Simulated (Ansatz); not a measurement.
A run of Ansatz 0.2.0 is set up as follows.

Contents of input.yaml:

```yaml
crystal:
  lattice:
    - [3.9883, 0.0, 0.0]
    - [0.0, 3.9883, 0.0]
    - [0.0, 0.0, 3.9883]
  atoms:
    - { symbol: Ta, position: [0.0, 0.0, 0.0] }
    - { symbol: K, position: [0.5, 0.5, 0.5] }
    - { symbol: O, position: [0.0, 0.0, 0.5] }
    - { symbol: O, position: [0.0, 0.5, 0.0] }
    - { symbol: O, position: [0.5, 0.0, 0.0] }
hamiltonian:
  xc: pbe
  pseudopotentials: { kind: paw }
kpoints:
  mp_grid: { grid: [7, 7, 7] }
scf:
  occupations: { method: fermi_dirac, width: 0.05 }
output:
  forces: true
  stress: true
  eigenvalues: true
relax:
  f_tol: 0.01
  max_steps: 40
  cell: { stress_tol: 0.05 }
```

Potentials or basis: Ansatz PAW.

Launch:

```bash
$ ansatz run input.yaml --threads 2 --pin off --max-ram 5632MiB --backend cpu --events-out ev --progress --plain --runs-dir out
```

Q: What does it give for the space group after relaxing (to 0.05 Å)?

A: Pm-3m (No. 221).

Q: Predict the relaxed volume.

A: 13.04 Å³/atom.

Q: Predict the band gap on the k mesh.

A: 2.22 eV, indirect (least direct gap 2.78 eV).

Final structure:
```xyz
5
Lattice="4.0244 0.0000 0.0000 0.0000 4.0244 0.0000 0.0000 0.0000 4.0244" Properties=species:S:1:pos:R:3 pbc="T T T"
Ta    0.0000    0.0000    0.0000
K     2.0122    2.0122    2.0122
O     0.0000    0.0000    2.0122
O     0.0000    2.0122    0.0000
O     2.0122    0.0000    0.0000
```

Caveat: odd divisions of the mesh miss points on the zone boundary, where band edges often lie, so the gap on the mesh can be too wide; the plane-wave basis is chosen anew once the cell has moved, so the energies of steps on either side of that aren't comparable; the pressure holds a Pulay correction of +0.5 GPa for the finite cutoff; spin-orbit coupling is left out, which moves the levels of the heavy elements. Zero-point motion and thermal expansion aren't in these numbers.
